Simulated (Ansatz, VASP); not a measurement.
BAs: VASP beside Ansatz

Contents of INCAR:

```
SYSTEM = BAs
PREC = Accurate
ENCUT = 520
EDIFF = 1E-6
ISMEAR = 0
SIGMA = 0.02
LREAL = .False.
LASPH = .True.
NELM = 150
ALGO = Normal
ISIF = 2
LWAVE = .False.
LCHARG = .True.
LNONCOLLINEAR = .True.
MAGMOM = 0 0 0 0 0 0
LORBIT = 11
LSORBIT = .True.
GGA_COMPAT = .False.
LORBMOM = .True.
GGA = PE
LVHAR = .True.
NBANDS = 20
```

The input KPOINTS:

```
Automatic mesh
0
Gamma
  10 10 10
  0 0 0
```

POSCAR

```
BAs
1.0
    0.0000000000      2.4044111665      2.4044111665
    2.4044111665      0.0000000000      2.4044111665
    2.4044111665      2.4044111665      0.0000000000
B As
1 1
Direct
    0.0000000000      0.0000000000      0.0000000000
    0.2500000000      0.2500000000      0.2500000000
```

Input for Ansatz:

```yaml
crystal:
  lattice:
    - [0.0, 2.404411167, 2.404411167]
    - [2.404411167, 0.0, 2.404411167]
    - [2.404411167, 2.404411167, 0.0]
  atoms:
    - { symbol: B, position: [0.0, 0.0, 0.0] }
    - { symbol: As, position: [0.25, 0.25, 0.25] }
basis:
  ecutwfc: 420
kpoints:
  mp_grid: { grid: [10, 10, 10] }
hamiltonian:
  xc: pbe
scf:
  occupations: { method: gaussian, width: 0.02 }
output:
  forces: false
  stress: false
  eigenvalues: true
  eigenstates:
    kpoints:
      - [0.0, 0.0, 0.0]
      - [0.0, 0.007653478, 0.007653478]
      - [0.0, -0.007653478, -0.007653478]
      - [0.007653478, 0.0, 0.007653478]
      - [-0.007653478, 0.0, -0.007653478]
      - [0.007653478, 0.007653478, 0.0]
      - [-0.007653478, -0.007653478, 0.0]
      - [0.005411827, 0.005411827, 0.010823653]
      - [-0.005411827, -0.005411827, -0.010823653]
      - [0.005411827, 0.010823653, 0.005411827]
      - [-0.005411827, -0.010823653, -0.005411827]
      - [0.010823653, 0.005411827, 0.005411827]
      - [-0.010823653, -0.005411827, -0.005411827]
      - [0.008837476, 0.008837476, 0.008837476]
      - [-0.008837476, -0.008837476, -0.008837476]
      - [0.0, 0.398438, 0.398437]
      - [0.0, 0.406091478, 0.406090478]
      - [0.0, 0.390784522, 0.390783522]
      - [0.007653478, 0.398438, 0.406090478]
      - [-0.007653478, 0.398438, 0.390783522]
      - [0.007653478, 0.406091478, 0.398437]
      - [-0.007653478, 0.390784522, 0.398437]
      - [0.005411827, 0.403849827, 0.409260653]
      - [-0.005411827, 0.393026173, 0.387613347]
      - [0.005411827, 0.409261653, 0.403848827]
      - [-0.005411827, 0.387614347, 0.393025173]
      - [0.010823653, 0.403849827, 0.403848827]
      - [-0.010823653, 0.393026173, 0.393025173]
      - [0.008837476, 0.407275476, 0.407274476]
      - [-0.008837476, 0.389600524, 0.389599524]
    e_range: [-2.639115, 2.639115]
magnetization:
  noncollinear: true
  spin_orbit: true
checkpoint:
  read: start.run
  write: ck
  compress: false
  write_wavefunctions: false
  write_every: 100000
```

Alike in both runs: task single point; functional PBE; k mesh 10 × 10 × 10; occupations gaussian, width 0.02 eV; non-collinear spin, spin-orbit coupling.

|  | VASP | Ansatz |
| --- | --- | --- |
| version | VASP 6.6.1 | Ansatz 0.2.0 |
| potentials or method | VASP PAW PBE potentials, release 64 (B, As) | plane waves, PAW |
| plane-wave cutoff (eV) | 520 | 420 |
| valence electrons in the cell | 8 | 18 |

VASP gave:

- gap on the k mesh at the Fermi level (eV): 1.13
- least direct gap on the mesh (eV): 3.05
- net moment per atom (μB): 0.00

Task: What did Ansatz give for the same quantities?

Result: gap on the k mesh at the Fermi level (eV): 1.14; least direct gap on the mesh (eV): 3.05; net moment per atom (μB): 0.00.

The two sets of potentials don't hold the same shells in valence.
